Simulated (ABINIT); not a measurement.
# Ti (P6/mmm) in ABINIT: convergence with tolvrs

Aim: find how far tolvrs must go before the results for Ti settle, at RPBE. This setting moves, with any that are tied to it; all else stays.

Program: ABINIT 10.8.3 (patched build). These are calculated values, not measurements. Logs are shortened: lines on timing, memory, paths and dates and some standing lists are left out, and cuts for length are marked. The log counts tension as positive stress, the text compression.

## Step 1: Starting point

The structure is hexagonal, space group P6/mmm (No. 191). The conventional cell has a = 4.567 Å, b = 4.567 Å, c = 2.826 Å, α = 90.00°, β = 90.00°, γ = 120.00°. Ti (site symmetry -6m2) has 11 Ti at 2.64 to 2.99 Å as nearest neighbours. Ti (site symmetry 6/mmm) is surrounded by 14 Ti at 2.83 to 2.99 Å.

This isn't the form of Ti at room conditions, which is hcp.

## Step 2: With tolvrs 0.01

run.abi

```
# Pseudopotentials
pp_dirpath "./"
pseudos "Ti_ONCV_PBE-1.2.upf"

# Structure
acell 8.6310875383 8.6310875383 5.3408276316
rprim
     1.0000000000     0.0000000000     0.0000000000
    -0.5000000000     0.8660254038     0.0000000000
     0.0000000000     0.0000000000     1.0000000000
ntypat 1
znucl 22
natom 3
typat 1 1 1
xcart
     2.2836874155     1.3184875438     1.4131221350
    -0.0000000002     2.6369750881     1.4131221350
     0.0000000000     0.0000000000     0.0000000000 Angstrom

# Plane-wave basis
ecut 26.0

# k points
kptopt 1
ngkpt 7 7 9
nshiftk 1
shiftk 0.0 0.0 0.0

# Exchange and correlation
ixc 15

# Bands and occupations
nband 22
occopt 6
tsmear 0.1 eV

# SCF cycle
nstep 100
tolvrs 0.01

# Output
iomode 3
prtwf 0
prtden 0
prteig 0
prtebands 0
enunit 2
```

Potentials or basis: SG15 NC PBE v1.2.

Started as:

```sh
abinit run.abi > log 2>&1
```

Run time: 33 s. Hardware: 1 thread of Arm Neoverse V2, shared host; peak memory 0.09 GiB.

It converged, with:

```
Free energy                                           : -4711.6430 eV
Pressure                                              : 4.2 GPa
Band gap on the k mesh                                : none (metal or under the smearing width)
Valence electrons inside the program's atomic spheres : Ti 9.57, 9.46 (radii [1.0584] Å)
```

## Step 3: With tolvrs 0.001

Changes to run.abi since step 2:

```diff
@@ -38,3 +38,3 @@
 nstep 100
-tolvrs 0.01
+tolvrs 0.001
```

Potentials or basis: SG15 NC PBE v1.2.

Started as:

```sh
abinit run.abi > log 2>&1
```

Run time: 33 s. Hardware: 1 thread of Arm Neoverse V2, shared host; peak memory 0.09 GiB.

The run converged. Its results:

```yaml
Free_energy: -4711.6430 eV
Pressure: 4.2 GPa
Band_gap_on_the_k_mesh: none (metal or under the smearing width)
Valence_electrons_inside_the_program's_atomic_spheres: Ti 9.57, 9.46 (radii [1.0584] Å)
```

## Step 4: With tolvrs 0.0001

Changes to run.abi since step 3:

```diff
@@ -38,3 +38,3 @@
 nstep 100
-tolvrs 0.001
+tolvrs 0.0001
```

Started as:

```sh
abinit run.abi > log 2>&1
```

It took 33 s on 1 thread of Arm Neoverse V2, shared host; peak memory 0.09 GiB.

The run converged. Its results:

```yaml
Free_energy: -4711.6430 eV
Pressure: 4.2 GPa
Band_gap_on_the_k_mesh: none (metal or under the smearing width)
Valence_electrons_inside_the_program's_atomic_spheres: Ti 9.57, 9.46 (radii [1.0584] Å)
```

## Step 5: With tolvrs 1e-05

Changes to run.abi since step 4:

```diff
@@ -38,3 +38,3 @@
 nstep 100
-tolvrs 0.0001
+tolvrs 1.0e-5
```

Started as:

```sh
abinit run.abi > log 2>&1
```

Wall time 44 s (1 thread of Arm Neoverse V2, shared host); peak memory 0.09 GiB.

Results (log left out):

| Property | Result |
| --- | --- |
| Free energy | -4711.6432 eV |
| Pressure | 4.1 GPa |
| Band gap on the k mesh | none (metal or under the smearing width) |
| Valence electrons inside the program's atomic spheres | Ti 9.57, 9.46 (radii [1.0584] Å) |

## Step 6: With tolvrs 1e-06

Changes to run.abi since step 5:

```diff
@@ -38,3 +38,3 @@
 nstep 100
-tolvrs 1.0e-5
+tolvrs 1.0e-6
```

Potentials or basis: SG15 NC PBE v1.2.

Started as:

```sh
abinit run.abi > log 2>&1
```

It took 51 s on 1 thread of Arm Neoverse V2, shared host; peak memory 0.09 GiB.

Results (log left out):

| Quantity | Value |
| --- | --- |
| Free energy | -4711.6432 eV |
| Pressure | 4.1 GPa |
| Band gap on the k mesh | none (metal or under the smearing width) |
| Valence electrons inside the program's atomic spheres | Ti 9.57, 9.46 (radii [1.0584] Å) |

## Step 7: With tolvrs 1e-08

Changes to run.abi since step 6:

```diff
@@ -38,3 +38,3 @@
 nstep 100
-tolvrs 1.0e-6
+tolvrs 1.0e-8
```

Started as:

```sh
abinit run.abi > log 2>&1
```

It took 70 s on 1 thread of Arm Neoverse V2, shared host; peak memory 0.09 GiB.

It converged, with:

```yaml
Free_energy: -4711.6432 eV
Pressure: 4.1 GPa
Band_gap_on_the_k_mesh: none (metal or under the smearing width)
Valence_electrons_inside_the_program's_atomic_spheres: Ti 9.57, 9.46 (radii [1.0584] Å)
```

## Step 8: With tolvrs 1e-10

Changes to run.abi since step 7:

```diff
@@ -38,3 +38,3 @@
 nstep 100
-tolvrs 1.0e-8
+tolvrs 1.0e-10
```

Started as:

```sh
abinit run.abi > log 2>&1
```

Run time: 92 s. Hardware: 1 thread of Arm Neoverse V2, shared host; peak memory 0.09 GiB.

Results (log left out):

* Free energy: -4711.6432 eV
* Pressure: 4.1 GPa
* Band gap on the k mesh: none (metal or under the smearing width)
* Valence electrons inside the program's atomic spheres: Ti 9.57, 9.46 (radii [1.0584] Å)

## Step 9: With tolvrs 1e-13

Changes to run.abi since step 8:

```diff
@@ -38,3 +38,3 @@
 nstep 100
-tolvrs 1.0e-10
+tolvrs 1.0e-13
```

Potentials or basis: SG15 NC PBE v1.2.

Started as:

```sh
abinit run.abi > log 2>&1
```

run.abo:

```text
.Version 10.8.3 of ABINIT
 Symmetries : space group P6/m m m (#191); Bravais hP (primitive hexag.)
================================================================================
 Values of the parameters that define the memory need of the present run
     intxc =       0    ionmov =       0      iscf =       7    lmnmax =       6
     lnmax =       6     mgfft =      40  mpssoang =       3    mqgrid =    3001
     natom =       3  nloc_mem =       1    nspden =       1   nspinor =       1
    nsppol =       1      nsym =      24    n1xccc =       0    ntypat =       1
    occopt =       6   xclevel =       2
       mpw =        2198          nfft =       43200          nkpt =          40
================================================================================
================================================================================

--------------------------------------------------------------------------------
------------- Echo of variables that govern the present computation ------------
--------------------------------------------------------------------------------
 -outvars: echo values of preprocessed input variables --------
            acell      8.6310875383E+00  8.6310875383E+00  5.3408276316E+00 Bohr
              amu      4.78800000E+01
             ecut      2.60000000E+01 Hartree
           enunit           2
              ixc          15
         kptrlatt        7    0    0      0    7    0      0    0    9
          kptrlen      4.80674487E+01
            natom           3
            nband          22
            ngfft          40      40      27
             nkpt          40
            nstep         100
             nsym          24
           ntypat           1
           occopt           6
           prtden           0
        prtebands           0
           prteig           0
            prtwf           0
[... 183 lines left out ...]
 prteigrs : prtvol=0 or 1, do not print more k-points.

 Fermi (or HOMO) energy (eV) =   8.55231   Average Vxc (eV)= -11.51640
 Eigenvalues (   eV  ) for nkpt=  40  k points:
 kpt#   1, nband= 22, wtk=  0.00227, kpt=  0.0000  0.0000  0.0000 (reduced coord)
 -48.36280  -48.10160  -47.93509  -24.69731  -24.69731  -24.58563  -24.58563  -24.30599
 -24.10804  -24.02668  -23.98954  -23.98954    2.46512    6.60109    7.83390    7.83390
   7.91830    7.91830    8.54445    9.24669    9.85088    9.85095
 prteigrs : prtvol=0 or 1, do not print more k-points.

--- !EnergyTerms
iteration_state     : {dtset: 1, }
comment             : Components of total free energy in Hartree
kinetic             :  6.59034068026008E+01
hartree             :  3.47735178099231E+01
xc                  : -2.15854322071397E+01
Ewald energy        : -1.28112254735951E+02
psp_core            :  7.00326343642813E+00
local_psp           : -1.14462208647540E+02
non_local_psp       : -1.66700345058310E+01
internal            : -1.73149742047509E+02
'-kT*entropy'       :  4.75856516197708E-05
total_energy        : -1.73149694461858E+02
total_energy_eV     : -4.71164321437521E+03
band_energy         : -2.37026776564226E+01
...

 Cartesian components of stress tensor (hartree/bohr^3)
  sigma(1 1)= -1.44357487E-04  sigma(3 2)=  0.00000000E+00
  sigma(2 2)= -1.44357488E-04  sigma(3 1)=  0.00000000E+00
  sigma(3 3)= -1.30649499E-04  sigma(2 1)=  0.00000000E+00

-Cartesian components of stress tensor (GPa)         [Pressure=  4.1127E+00 GPa]
- sigma(1 1)= -4.24714391E+00  sigma(3 2)=  0.00000000E+00
- sigma(2 2)= -4.24714393E+00  sigma(3 1)=  0.00000000E+00
- sigma(3 3)= -3.84384097E+00  sigma(2 1)=  0.00000000E+00

== END DATASET(S) ==============================================================
================================================================================

 -outvars: echo values of variables after computation  --------
            acell      8.6310875383E+00  8.6310875383E+00  5.3408276316E+00 Bohr
           etotal     -1.7314969446E+02
            fcart      2.0798037414E-29 -3.6023257498E-29 -0.0000000000E+00
                       2.0798037414E-29 -3.6023257498E-29 -0.0000000000E+00
                      -4.1596074828E-29  7.2046514996E-29 -0.0000000000E+00
            rprim      1.0000000000E+00  0.0000000000E+00  0.0000000000E+00
                      -5.0000000000E-01  8.6602540380E-01  0.0000000000E+00
                       0.0000000000E+00  0.0000000000E+00  1.0000000000E+00
           strten     -1.4435748725E-04 -1.4435748797E-04 -1.3064949896E-04
                       0.0000000000E+00  0.0000000000E+00  0.0000000000E+00
           xangst      2.2836874145E+00  1.3184875444E+00  1.4131221350E+00
                       7.8033186083E-10  2.6369750875E+00  1.4131221350E+00
                       7.8033168281E-10  1.3134130439E-09  9.5679697434E-10
             xred      6.6666666700E-01  3.3333333367E-01  5.0000000034E-01
                       3.3333333367E-01  6.6666666700E-01  5.0000000034E-01
                       3.3687426922E-10  3.3205042419E-10  3.3854008485E-10
 Calculation completed.
```

It took 2.1 min on 1 thread of Arm Neoverse V2, shared host; peak memory 0.09 GiB.

What came out:

- Free energy: -4711.6432 eV
- Pressure: 4.1 GPa
- Band gap on the k mesh: none (metal or under the smearing width)
- Valence electrons inside the program's atomic spheres: Ti 9.57, 9.46 (radii [1.0584] Å)

## Step 10: Summary

| tolvrs | energy less the tightest run (meV/atom) | pressure (GPa) | SCF cycles | CPU time (s) | peak memory (GiB) |
| --- | --- | --- | --- | --- | --- |
| 0.01 | 0.07 | 4.20 | 7 | 33 | 0.09 |
| 0.001 | 0.07 | 4.20 | 7 | 33 | 0.09 |
| 0.0001 | 0.07 | 4.20 | 7 | 33 | 0.09 |
| 1e-05 | 0.00 | 4.08 | 10 | 44 | 0.09 |
| 1e-06 | 0.00 | 4.10 | 12 | 51 | 0.09 |
| 1e-08 | 0.00 | 4.11 | 17 | 70 | 0.09 |
| 1e-10 | 0.00 | 4.11 | 23 | 92 | 0.09 |
| 1e-13 | 0.00 | 4.11 | 33 | 130 | 0.09 |

Against the tightest run, the energy stays within 1 meV/atom from 0.01 on; the pressure stays within 0.1 GPa from 0.01 on. The tightest run that finished is the yardstick and may itself not be fully converged.

Caveats: the potentials were made for another functional, which shifts forces and pressure.
